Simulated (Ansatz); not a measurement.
MoS2:

```xyz
3
Lattice="1.5800 0.9122 6.1500 -1.5800 0.9122 6.1500 0.0000 -1.8244 6.1500" Properties=species:S:1:pos:R:3 pbc="T T T"
Mo    0.0000    0.0000    0.0000
S     0.0000    0.0000    7.6936
S     0.0000    0.0000    4.6125
```

Measurements of this composition are mostly on another form, of space group No. 194.

Base run:

* Program: Ansatz 0.2.0
* Functional: RPBE
* Potentials or basis: Ansatz PAW
* Cutoff: 420 eV (not typed: the program's choice for these potentials)
* k mesh: 10 × 10 × 10
* Occupations: fermi-dirac, width 0.05 eV
* Spin: no spin polarisation

Its results: band gap on the k mesh 1.00 eV, indirect (least direct gap 1.96 eV); pressure 8.1 GPa; largest force 0.594 eV/Å.

Problem. After a change of settings the same cell gave: band gap on the k mesh 0.99 eV, indirect (least direct gap 1.96 eV); pressure 7.3 GPa; largest force 0.571 eV/Å. Which change was it?
A. functional from RPBE to BLYP
B. functional from RPBE to revPBE
C. functional from RPBE to PBEsol

Solution. B.

Caveats: the k mesh misses the band edges, so the gap on the mesh is wider than the one along the path; the PAW data sets come from PBE, with cores solved anew for the run's functional, which leaves a small shift of forces and pressure.

Runs at the PBE level aren't shown here.
